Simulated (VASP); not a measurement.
# SiC (F-43m) in VASP: band structure with PBE

Aim: the band structure of SiC with PBE.

Program: VASP 6.6.1. These are calculated values, not measurements. Logs are shortened: lines on timing, memory, paths and dates and some standing lists are left out, and cuts for length are marked.

## (1) Starting point

Symmetry: F-43m, No. 216, cubic system. The conventional cell has a = 4.379 Å, b = 4.379 Å, c = 4.379 Å, α = 90.00°, β = 90.00°, γ = 90.00°. Si (site symmetry -43m) has 4 C at 1.90 Å as nearest neighbours. Around C (site symmetry -43m) lie 4 Si at 1.90 Å.

## (2) Band structure, PBE, non-collinear spin, zero start, spin-orbit coupling

File POSCAR:

```
SiC                                     
1.0
    0.0000000000      2.1897029319      2.1897029319
    2.1897029319      0.0000000000      2.1897029319
    2.1897029319      2.1897029319      0.0000000000
  Si              C             
     1     1
Direct
     0.0000000000000000    0.0000000000000000    0.0000000000000000
     0.2500000000000000    0.2500000000000000    0.2500000000000000
```

File INCAR.step1:

```
ALGO     = Fast           # electronic algorithm
EDIFF    = 1E-7           # SCF threshold, eV
ENCUT    = 520            # plane-wave cutoff, eV
GGA      = PE             # functional
GGA_COMPAT= False        
ISIF     = 2              # what is computed and relaxed
ISMEAR   = 0              # smearing method
KPAR     = 4            
LASPH    = True           # aspherical terms in the spheres
LCHARG   = True           # write CHGCAR
LORBIT   = 11             # projections on sites
LREAL    = False          # projectors in reciprocal space
LSORBIT  = True           # spin-orbit coupling
LWAVE    = False          # write WAVECAR
MAGMOM   = 0 0 0 0 0 0    # initial moments
NELM     = 60             # most SCF steps
PREC     = Accurate       # precision mode
SIGMA    = 0.02           # smearing width, eV
```

File KPOINTS.step1:

```
k-points
0
Gamma
  12 12 12
```

File INCAR.step2:

```
ALGO     = Fast           # electronic algorithm
EDIFF    = 1E-7           # SCF threshold, eV
ENCUT    = 520            # plane-wave cutoff, eV
GGA      = PE             # functional
GGA_COMPAT= False        
ICHARG   = 11             # starting density
ISIF     = 2              # what is computed and relaxed
ISMEAR   = 0              # smearing method
KPAR     = 4            
LASPH    = True           # aspherical terms in the spheres
LCHARG   = False          # write CHGCAR
LORBIT   = 11             # projections on sites
LREAL    = False          # projectors in reciprocal space
LSORBIT  = True           # spin-orbit coupling
LWAVE    = False          # write WAVECAR
MAGMOM   = 0 0 0 0 0 0    # initial moments
NELM     = 60             # most SCF steps
PREC     = Accurate       # precision mode
SIGMA    = 0.05           # smearing width, eV
```

File KPOINTS.step2:

```
path GXWKGLUWLK,UX
15
line-mode
reciprocal
 0.0000000000  0.0000000000  0.0000000000  G
 0.5000000000  0.0000000000  0.5000000000  X

 0.5000000000  0.0000000000  0.5000000000  X
 0.5000000000  0.2500000000  0.7500000000  W

 0.5000000000  0.2500000000  0.7500000000  W
 0.3750000000  0.3750000000  0.7500000000  K

 0.3750000000  0.3750000000  0.7500000000  K
 0.0000000000  0.0000000000  0.0000000000  G

 0.0000000000  0.0000000000  0.0000000000  G
 0.5000000000  0.5000000000  0.5000000000  L

 0.5000000000  0.5000000000  0.5000000000  L
 0.6250000000  0.2500000000  0.6250000000  U

 0.6250000000  0.2500000000  0.6250000000  U
 0.5000000000  0.2500000000  0.7500000000  W

 0.5000000000  0.2500000000  0.7500000000  W
 0.5000000000  0.5000000000  0.5000000000  L

 0.5000000000  0.5000000000  0.5000000000  L
 0.3750000000  0.3750000000  0.7500000000  K

 0.6250000000  0.2500000000  0.6250000000  U
 0.5000000000  0.0000000000  0.5000000000  X
```

Potentials or basis: VASP PAW PBE potentials, release 64 (Si, C).

Command:

```console
> cat potpaw_PBE.64/Si/POTCAR potpaw_PBE.64/C/POTCAR > POTCAR
> cp INCAR.step1 INCAR
> cp KPOINTS.step1 KPOINTS
> mpirun -np 4 vasp_ncl > vasp.out
> cp INCAR.step2 INCAR
> cp KPOINTS.step2 KPOINTS
> mpirun -np 4 vasp_ncl > vasp.out
```

OUTCAR:

```text
EDIFF = 1E-7
   ENCUT = 520
   GGA = PE
   ICHARG = 11
   ISIF = 2
   ISMEAR = 0
   LASPH = True
   LORBIT = 11
   LREAL = False
   LSORBIT = True
   NELM = 60
   PREC = Accurate

 ion  position               nearest neighbor table
   1  0.000  0.000  0.000-   2 1.90   2 1.90   2 1.90   2 1.90
   2  0.250  0.250  0.250-   1 1.90   1 1.90   1 1.90   1 1.90

  LATTYP: Found a face centered cubic cell.
 ALAT       =     4.3794058638

  Lattice vectors:

 A1 = (   0.0000000000,   2.1897029319,   2.1897029319)
 A2 = (   2.1897029319,   0.0000000000,   2.1897029319)
 A3 = (   2.1897029319,   2.1897029319,   0.0000000000)

Analysis of symmetry for initial positions (statically):
=====================================================================
 Subroutine PRICEL returns:
 Original cell was already a primitive cell.

 Routine SETGRP: Setting up the symmetry group for a
 face centered cubic supercell.

 Subroutine GETGRP returns: Found 24 space group operations
 (whereof 24 operations were pure point group operations)
 out of a pool of 48 trial point group operations.

The static configuration has the point symmetry T_d .

Analysis of symmetry for dynamics (positions and initial velocities):
=====================================================================
 Subroutine PRICEL returns:
 Original cell was already a primitive cell.

 Routine SETGRP: Setting up the symmetry group for a
 face centered cubic supercell.

 Subroutine GETGRP returns: Found 24 space group operations
 (whereof 24 operations were pure point group operations)
 out of a pool of 48 trial point group operations.

The dynamic configuration has the point symmetry T_d .

Analysis of structural, dynamic, and magnetic symmetry:
=====================================================================
 Subroutine PRICEL returns:
 Original cell was already a primitive cell.

 Routine SETGRP: Setting up the symmetry group for a
 face centered cubic supercell.

 Subroutine GETGRP returns: Found 24 space group operations
 (whereof 24 operations were pure point group operations)
 out of a pool of 48 trial point group operations.

The overall configuration has the point symmetry T_d .

 Subroutine INISYM returns: Found 24 space group operations
 (whereof 24 operations are pure point group operations),
 and found     1 'primitive' translations

----------------------------------------------------------------------------------------

                                     Primitive cell

  volume of cell :      20.9984

  direct lattice vectors                    reciprocal lattice vectors
     0.000000000  2.189702932  2.189702932    -0.228341476  0.228341476  0.228341476
     2.189702932  0.000000000  2.189702932     0.228341476 -0.228341476  0.228341476
     2.189702932  2.189702932  0.000000000     0.228341476  0.228341476 -0.228341476

  length of vectors
     3.096707584  3.096707584  3.096707584     0.395499038  0.395499038  0.395499038

  position of ions in fractional coordinates (direct lattice)
     0.000000000  0.000000000  0.000000000
     0.250000000  0.250000000  0.250000000

  ion indices of the primitive-cell ions
   primitive index   ion index
                 1           1
                 2           2

----------------------------------------------------------------------------------------

 KPOINTS: path GXWKGLUWLK,UX

Interpolating k-points between supplied coordinates.

 Line segments in fractional coordinates (reciprocal lattice):
    0.000000  0.000000  0.000000  ...  0.500000  0.000000  0.500000
    0.500000  0.000000  0.500000  ...  0.500000  0.250000  0.750000
[... 71 lines left out ...]
   ISMEAR =     0;   SIGMA  =   0.05  broadening in eV -4-tet -1-fermi 0-gaus
   EFERMI_NEDOS =   21; number of points for ismear=-14 and -15
   IALGO  =     68    algorithm
   IMIX   =      4    mixing-type and parameters
     AMIX     =   0.40;   BMIX     =  1.00
     AMIX_MAG =   1.60;   BMIX_MAG =  1.00
  volume/ion in A,a.u.               =      10.50        70.85
  Fermi-wavevector in a.u.,A,eV,Ry     =   1.186797  2.242720 19.163618  1.408486
  Thomas-Fermi vector in A             =   2.322962
   LORBIT       =     11    0 simple, 1 ext, 2 COOP (PROOUT), +10 PAW based schemes
   GGA     = PE    functional components
   LHFCALC =     F    Hartree Fock is set to
   AEXX    =    0.0000 exact exchange contribution
   IVDW    =     0    specifies the selected vdW correction
   LEPSILON=     F    determine dielectric tensor
   LRPA    =     F    only Hartree local field effects (RPA)
 RMM-DIIS sequential band-by-band and
 Gauss-broadening in eV      SIGMA  =   0.05
  energy-cutoff  :      520.00
  volume of cell :       21.00
 maximum number of plane-waves:      1176
 NGX is ok and might be reduce to    24

 number of electron       8.0000001 magnetization      -0.0000000     -0.0000000     -0.0000000

 Free energy of the ion-electron system (eV)
  ---------------------------------------------------
  ext. energy  EPLUGINS =         0.00000000
  ---------------------------------------------------
  free energy    TOTEN  =       -15.50909905 eV

  energy without entropy =      -15.50909905  energy(sigma->0) =      -15.50909905

 E-fermi :   8.2274     XC(G=0): -11.2921

 val. band max:        7.9474674213   @ k =   0.0000   0.0000   0.0000
 cond. band min:       9.3132696841   @ k =   0.5000   0.0000   0.5000
 fundamental gap:      1.3658022628
 Fermi energy:         8.2273781205

 k-point     1 :       0.0000    0.0000    0.0000
  band No.  band energies     occupation
      1      -7.3455      1.00000
      2      -7.3455      1.00000
      3       7.9332      1.00000
      4       7.9332      1.00000
      5       7.9475      1.00000
      6       7.9475      1.00000
[... 433 lines left out ...]
      3       0.5754      1.00000
      4       0.5763      1.00000
      5       3.7291      1.00000
      6       3.7317      1.00000
[... 8 lines left out ...]
     15      20.6527      0.00000
     16      20.6556      0.00000

 [... further k-points ...]

------------------------ aborting loop because EDIFF is reached ----------------------------------------

  FORCE on cell =-STRESS in cart. coord.  units (eV):
  Direction    XX          YY          ZZ          XY          YZ          ZX
  --------------------------------------------------------------------------------------
  -------------------------------------------------------------------------------------
  Total       -0.5280454     -0.5280454     -0.5280454     -0.0000000      0.0000000      0.0000000
  in kB      -40.2899081    -40.2899081    -40.2899081     -0.0000000      0.0000000      0.0000000
  external PRESSURE =     -40.2899081 kB  Pullay stress =       0.0000000 kB

 VOLUME and BASIS-vectors are now :
 -----------------------------------------------------------------------------
  energy-cutoff  :      520.00
  volume of cell :       21.00
      direct lattice vectors                 reciprocal lattice vectors
     0.000000000  2.189702932  2.189702932    -0.228341476  0.228341476  0.228341476
     2.189702932  0.000000000  2.189702932     0.228341476 -0.228341476  0.228341476
     2.189702932  2.189702932  0.000000000     0.228341476  0.228341476 -0.228341476

 POSITION                                       TOTAL-FORCE (eV/Angst)
 -----------------------------------------------------------------------------------
      0.00000      0.00000      0.00000        -0.000000     -0.000000     -0.000000
      1.09485      1.09485      1.09485         0.000000      0.000000      0.000000
 -----------------------------------------------------------------------------------
    total drift:                                0.000000      0.000000      0.000000

  FREE ENERGIE OF THE ION-ELECTRON SYSTEM (eV)
  ---------------------------------------------------
  free  energy   TOTEN  =       -15.5090990508 eV

  energy  without entropy=      -15.5090990508  energy(sigma->0) =      -15.50909905

 Spin-Orbit-Coupling matrix elements

 Ion:    1  E_soc:     -0.0002658
 l=   1
     0.0000000    -0.0000443    -0.0000443
    -0.0000443     0.0000000    -0.0000443
    -0.0000443    -0.0000443     0.0000000
 l=   2
     0.0000000     0.0000000     0.0000000     0.0000000     0.0000000
     0.0000000     0.0000000     0.0000000     0.0000000     0.0000000
     0.0000000     0.0000000     0.0000000     0.0000000     0.0000000
     0.0000000     0.0000000     0.0000000     0.0000000     0.0000000
     0.0000000     0.0000000     0.0000000     0.0000000     0.0000000
 l=   3
     0.0000000     0.0000000     0.0000000     0.0000000     0.0000000     0.0000000     0.0000000
     0.0000000     0.0000000     0.0000000     0.0000000     0.0000000     0.0000000     0.0000000
     0.0000000     0.0000000     0.0000000     0.0000000     0.0000000     0.0000000     0.0000000
     0.0000000     0.0000000     0.0000000     0.0000000     0.0000000     0.0000000     0.0000000
     0.0000000     0.0000000     0.0000000     0.0000000     0.0000000     0.0000000     0.0000000
     0.0000000     0.0000000     0.0000000     0.0000000     0.0000000     0.0000000     0.0000000
     0.0000000     0.0000000     0.0000000     0.0000000     0.0000000     0.0000000     0.0000000

 Ion:    2  E_soc:     -0.0000162
 l=   1
     0.0000000    -0.0000027    -0.0000027
    -0.0000027     0.0000000    -0.0000027
    -0.0000027    -0.0000027     0.0000000
 l=   2
     0.0000000     0.0000000     0.0000000     0.0000000     0.0000000
     0.0000000     0.0000000     0.0000000     0.0000000     0.0000000
     0.0000000     0.0000000     0.0000000     0.0000000     0.0000000
     0.0000000     0.0000000     0.0000000     0.0000000     0.0000000
     0.0000000     0.0000000     0.0000000     0.0000000     0.0000000
 l=   3
     0.0000000     0.0000000     0.0000000     0.0000000     0.0000000     0.0000000     0.0000000
     0.0000000     0.0000000     0.0000000     0.0000000     0.0000000     0.0000000     0.0000000
     0.0000000     0.0000000     0.0000000     0.0000000     0.0000000     0.0000000     0.0000000
     0.0000000     0.0000000     0.0000000     0.0000000     0.0000000     0.0000000     0.0000000
     0.0000000     0.0000000     0.0000000     0.0000000     0.0000000     0.0000000     0.0000000
     0.0000000     0.0000000     0.0000000     0.0000000     0.0000000     0.0000000     0.0000000
     0.0000000     0.0000000     0.0000000     0.0000000     0.0000000     0.0000000     0.0000000

 total charge

# of ion       s       p       d       tot
------------------------------------------
    1        0.707   0.962   0.000   1.669
    2        0.825   1.703   0.000   2.528
--------------------------------------------------
tot          1.532   2.665   0.000   4.197

 magnetization (x)

# of ion       s       p       d       tot
------------------------------------------
    1       -0.000  -0.000   0.000  -0.000
    2       -0.000   0.000   0.000  -0.000
--------------------------------------------------
tot         -0.000  -0.000   0.000  -0.000

 magnetization (y)

# of ion       s       p       d       tot
------------------------------------------
    1       -0.000  -0.000   0.000  -0.000
    2       -0.000   0.000   0.000   0.000
--------------------------------------------------
tot         -0.000   0.000   0.000  -0.000

 magnetization (z)

# of ion       s       p       d       tot
------------------------------------------
    1       -0.000   0.000   0.000   0.000
    2       -0.000  -0.000   0.000  -0.000
--------------------------------------------------
tot         -0.000   0.000   0.000  -0.000
```

Wall time 29 s (4 MPI ranks of Intel Xeon Platinum 8488C (Sapphire Rapids), shared host); peak memory 0.22 GiB.

Results:

| Property | Result |
| --- | --- |
| Net moment | 0.00 μB per cell |

Moments on the atoms (μB; x, y, z):
```
Si  0.00 0.00 0.00
C   0.00 0.00 0.00
```

Caveat: the log is that of the step along the path at fixed density, whose energy, stress, charges and moments have no meaning.
